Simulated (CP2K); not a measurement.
InPd:

```xyz
2
Lattice="3.2719 0.0000 0.0000 0.0000 3.2719 0.0000 0.0000 0.0000 3.2719" Properties=species:S:1:pos:R:3 pbc="T T T"
In    0.0000    0.0000    0.0000
Pd    1.6359    1.6359    1.6359
```

The cell comes from a database or a generator and needn't be the stable form of this composition.

```yaml
Program: CP2K 2026.2
Task: single point
Functional: PBE
Potentials_or_basis: POTENTIAL_UZH In GTH-PBE-q13, Pd GTH-PBE-q18; TZVP-MOLOPT-PBE-GTH basis
Density_cutoff: 6803 eV
k_mesh: 8 × 8 × 8
Occupations: fermi-dirac, width 0.05 eV
Spin: no spin polarisation
```

On this cell: pressure 5.1 GPa; largest force zero by symmetry; band gap on the k mesh none (metal or under the smearing width).

The same run follows on a disturbed copy (atoms moved at random, drawn with an rms of 0.05 Å):

```
In Pd
1.0
     3.27188    0.00000    0.00000
     0.00000    3.27188    0.00000
     0.00000    0.00000    3.27188
In Pd
1 1
Direct
  0.99323 0.00032 0.00838
  0.48910 0.50688 0.49185
```

Problem. What does the disturbed cell give?

Solution. The energy (extrapolated to zero smearing) moves by +3.9 meV/atom; pressure 5.3 GPa; largest force 0.268 eV/Å; band gap on the k mesh none (metal or under the smearing width).

Forces on the atoms (eV/Å):
```
In  -0.063  0.098 -0.242
Pd   0.061 -0.095  0.241
```

Stress tensor (GPa, compression positive):
```
 5.36 -0.03  0.08
-0.03  5.35 -0.12
 0.08 -0.12  5.23
```

Caveats: the basis of atomic orbitals isn't converged, which shifts pressures, moduli and gaps.
